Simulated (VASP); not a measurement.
A run of VASP 6.6.1 is set up as follows.

File INCAR:

```
ALGO     = Fast           # electronic algorithm
EDIFF    = 1E-6           # SCF threshold, eV
ENCUT    = 520            # plane-wave cutoff, eV
GGA      = PE             # functional
ISIF     = 2              # what is computed and relaxed
ISMEAR   = -1             # smearing method
IVDW     = 12             # dispersion correction
LASPH    = T              # aspherical terms in the spheres
LCHARG   = F              # write CHGCAR
LREAL    = F              # projectors in reciprocal space
LWAVE    = F              # write WAVECAR
NBANDS   = 20             # bands
NELM     = 60             # most SCF steps
PREC     = Accurate       # precision mode
SIGMA    = 0.05           # smearing width, eV
```

Contents of KPOINTS:

```
k-points
0
Gamma
  8 8 1
```

File POSCAR:

```
MoS2
1.0
    3.1610000000      0.0000000000      0.0000000000
   -1.5805000000      2.7375063014      0.0000000000
    0.0000000000      0.0000000000     21.1300000000
S Mo
2 1
Direct
    0.6666666667      0.3333333333      0.4259346900
    0.6666666667      0.3333333333      0.5740653100
    0.3333333333      0.6666666667      0.5000000000
```

Potentials or basis: VASP PAW PBE potentials, release 64 (S, Mo_sv).

Run with:

```sh
$ cat potpaw_PBE.64/S/POTCAR potpaw_PBE.64/Mo_sv/POTCAR > POTCAR
$ mpirun -np 1 vasp_std > vasp.out
```

Q: Predict the dispersion energy per atom.

A: -0.318 eV.

Q: Predict the largest force.

A: 0.010 eV/Å.

Forces in eV/Å, atoms in the order of the input:
```
S    0.000  0.000  0.010
S    0.000  0.000 -0.010
Mo   0.000  0.000  0.000
```
